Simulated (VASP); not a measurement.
## N under changes of volume

One of the cells (22.612 Å³/atom); the others are scaled copies at fixed shape and fractional positions:

```
N
1.0
     5.65556    0.00000    0.00000
     0.00000    5.65556    0.00000
     0.00000    0.00000    5.65556
N
8
Direct
  0.04875 0.45125 0.54875
  0.45125 0.54875 0.04875
  0.54875 0.04875 0.45125
  0.95125 0.95125 0.95125
  0.93587 0.56413 0.43587
  0.56413 0.43587 0.93587
  0.43587 0.93587 0.56413
  0.06413 0.06413 0.06413
```

- Program: VASP 6.6.1
- Functional: r2SCAN
- Potentials or basis: VASP PAW PBE potentials, release 64 (N)
- Cutoff: 520 eV
- k mesh: 4 × 4 × 4
- Occupations: gaussian, width 0.02 eV
- Spin: no spin polarisation

```tsv
volume (Å³/atom)	energy over the lowest point (meV/atom)	pressure (GPa)	gap on the mesh (eV)	largest force (eV/Å)
21.707	11.37	3.4	8.10	2.700
22.160	?	?	?	?
22.612	0.00	0.0	7.99	0.155
23.064	1.35	-1.5	7.94	1.008
23.516	6.66	-2.9	7.89	2.077
```

Task: What does the run at 22.160 Å³/atom give?

Result: Energy over the lowest point 3.28 meV/atom; pressure 1.6 GPa; gap on the mesh 8.05 eV; largest force 1.385 eV/Å.

Worked out: A Birch-Murnaghan fit of order 2 (a polynomial in V^(-2/3)) to the other rows has its minimum at 22.70 Å³/atom with B0 = V·E''(V) = 78 GPa at fixed shape and positions, which overstates the stiffness. It gives 3.21 meV/atom at 22.160 Å³/atom, against the run's 3.28, and -dE/dV = 2.0 GPa, against 1.6. A straight line through the other rows of the gap, of slope -2.62 eV per unit of ln V, gives 8.04 eV, against the run's 8.05.

Energies are extrapolated to zero smearing.

Caveats: the standard files for N, O and F lose accuracy on very short bonds; the PAW data sets were made with another functional, which shifts forces and pressure a little.

A mesh can miss the band edges.
